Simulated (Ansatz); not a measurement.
Crystal: PbO2.

```
Pb O
1.0
     0.00000    2.70199    2.70199
     2.70199    0.00000    2.70199
     2.70199    2.70199    0.00000
Pb O
1 2
Direct
  0.00000 0.00000 0.00000
  0.75000 0.75000 0.75000
  0.25000 0.25000 0.25000
```

The cell comes from a database or a generator and needn't be the stable form of this composition.

Base run:

- Program: Ansatz 0.2.0
- Functional: r2SCAN
- Potentials or basis: Ansatz PAW
- Cutoff: 500 eV (not typed: the program's choice for these potentials)
- k mesh: 9 × 9 × 9
- Occupations: fermi-dirac, width 0.05 eV
- Spin: no spin polarisation

Its results: band gap on the k mesh none (metal or under the smearing width); pressure -6.7 GPa.

The run is repeated on the same cell with these changes: functional from r2SCAN to LDA; cutoff from 500 eV (not typed: the program's choice for these potentials) to 420 eV (not typed: the program's choice for these potentials). What comes out?

Band gap on the k mesh none (metal or under the smearing width); pressure -10.0 GPa.

Caveats: spin-orbit coupling is left out, which moves the levels of the heavy elements; the PAW data sets come from PBE, with cores solved anew for the run's functional, which leaves a small shift of forces and pressure.
